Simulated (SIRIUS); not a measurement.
CaF2 (Fluorite), 3 atoms in the cell. The structure is cubic, space group Fm-3m (No. 225). The conventional cell has a = 5.462 Å, b = 5.462 Å, c = 5.462 Å, α = 90.00°, β = 90.00°, γ = 90.00°. Ca (site symmetry m-3m) has 8 F at 2.37 Å as nearest neighbours. Around F (site symmetry -43m) lie 4 Ca at 2.37 Å. 

| Item | Value |
| --- | --- |
| Program | SIRIUS 7.12.0 |
| Task | band structure |
| Functional | PBEsol |
| Potentials or basis | all-electron FP-LAPW |
| Cutoff | 273 eV |
| Basis | apw+lo standard |
| k mesh | 8 × 8 × 8 |
| Occupations | fermi-dirac, width 0.05 eV |
| Spin | no spin polarisation |
| Muffin tin radii | Ca 2.4, F 1.65 bohr |
| Basis cutoff (gk_cutoff) | 4.48 1/bohr |
| Cutoff of density and potential (pw_cutoff) | 23 1/bohr |
| lmax of the basis | 12 |
| lmax of density and potential | 8 |
| Valence relativity | iora |
| Core states | Ca 1s2s2p, F 1s |
| Local orbitals (radial functions) | Ca 12, F 10 |
| Reference energy of the basis | 0.01 Ha |
| Smallest sphere radius times basis cutoff | 7.39 |
| Start of the SCF | LDA density |

Potentials or basis: all-electron FP-LAPW, apw+lo standard.

The run is started by

```bash
$ OMP_NUM_THREADS=1 sirius.scf --input=sirius_start.json --output=start.json
$ OMP_NUM_THREADS=1 sirius.scf --input=sirius.json --output=output.json --task=1
$ OMP_NUM_THREADS=1 sirius.scf --input=sirius_bands.json --output=bands_out.json --task=2
```

Hardware: 1 thread of Intel(R) Xeon(R) 6975P-C (Granite Rapids), on a shared host.

Q: How long does it take, and how much memory?

A: Run time: 87 s on 1 thread of Intel(R) Xeon(R) 6975P-C (Granite Rapids), on a shared host, peak memory 0.69 GiB. Counts: scf iterations 7, k points 29, plane waves 411, basis 517, bands 20.
